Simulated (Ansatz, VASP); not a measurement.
Given: the input of a run of VASP 6.6.1 on Te.

Contents of INCAR:

```
ALGO = Fast
EDIFF = 1E-6
EDIFFG = -0.01
ENCUT = 520
GGA = PE
IBRION = 2
ISIF = 2
ISMEAR = -1
LASPH = True
LCHARG = False
LREAL = False
LWAVE = False
NELM = 100
NSW = 40
PREC = Accurate
SIGMA = 0.05
```

KPOINTS

```
k-points
0
Gamma
  4 4 4
```

POSCAR

```
Te
1.0
    5.0143296000      0.0000000000      0.0000000000
    0.0000000000      5.2232600000      0.0000000000
    0.0000000000      0.0000000000      5.2232600000
Te
4
Direct
    0.8750000000      0.1250000000      0.6250000000
    0.3750000000      0.3750000000      0.3750000000
    0.1250000000      0.6250000000      0.8750000000
    0.6250000000      0.8750000000      0.1250000000
```

Potentials or basis: VASP PAW PBE potentials, release 64 (Te).

Run with:

```bash
$ cat potpaw_PBE.64/Te/POTCAR > POTCAR
$ mpirun -np 1 vasp_std > vasp.out
```

Question: Translate it to Ansatz 0.2.0. Potentials there: Ansatz PAW.

Answer: As run (the cutoff follows the program's own potentials):

File input.yaml:

```yaml
crystal:
  lattice:
    - [5.0143296, 0.0, 0.0]
    - [0.0, 5.22326, 0.0]
    - [0.0, 0.0, 5.22326]
  atoms:
    - { symbol: Te, position: [0.875, 0.125, 0.625] }
    - { symbol: Te, position: [0.375, 0.375, 0.375] }
    - { symbol: Te, position: [0.125, 0.625, 0.875] }
    - { symbol: Te, position: [0.625, 0.875, 0.125] }
hamiltonian:
  xc: pbe
  pseudopotentials: { kind: paw }
kpoints:
  mp_grid: { grid: [4, 4, 4] }
scf:
  occupations: { method: fermi_dirac, width: 0.05 }
output:
  forces: true
  stress: true
  eigenvalues: true
relax:
  f_tol: 0.01
  max_steps: 40
```

Potentials or basis: Ansatz PAW.

Command:

```console
$ ansatz run input.yaml --threads 2 --pin off --max-ram 5632MiB --backend cpu --events-out ev --progress --plain --runs-dir out
```

Both were run:

|  | VASP | Ansatz | Ansatz less VASP |
| --- | --- | --- | --- |
| gap on the k mesh at the Fermi level, each at its own relaxed structure (eV) | none | none | - |
| energy change over the relaxation (meV/atom) | -1 | -1 | 0.0 |

A gap of «none» marks a metal or a gap that the smearing closes. The two sets of potentials don't hold the same shells in valence.

 Spin-orbit coupling is left out, which matters for the levels of Te.
